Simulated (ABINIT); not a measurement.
Here is an ABINIT 10.8.3 (patched build) calculation.

run.abi

```
# Pseudopotentials
pp_dirpath "./"
pseudos "Pd.upf"

# Structure
acell 5.2603645593 5.2603645593 8.7473400302
rprim
     1.0000000000     0.0000000000     0.0000000000
    -0.5000000000     0.8660254038     0.0000000000
     0.0000000000     0.0000000000     1.0000000000
ntypat 1
znucl 46
natom 2
typat 1 1
xred
     0.3333333333     0.6666666667     0.2500000000
     0.6666666667     0.3333333333     0.7500000000

# Plane-wave basis
ecut 41.0

# k points
kptopt 1
ngkpt 11 11 6
nshiftk 1
shiftk 0.0 0.0 0.0

# Exchange and correlation
ixc 11

# Bands and occupations
nband 22
occopt 3
tsmear 0.00183747

# SCF cycle
nstep 100
tolvrs 1.0e-10

# Output
iomode 3
prtwf 0
prteig 0
prtebands 0
enunit 2
prtden 1
prtvha 1
prtvclmb 1
prtpot 1
prtelf 1
```

Potentials or basis: Ansatz NC PBE.

The run is started by

```console
$ abinit run.abi > log 2>&1
```

(1) What does it give for the pressure?

(2) What does it give for the band gap on the k mesh?

## Answers

(1) -1.5 GPa.

(2) none (metal or under the smearing width).
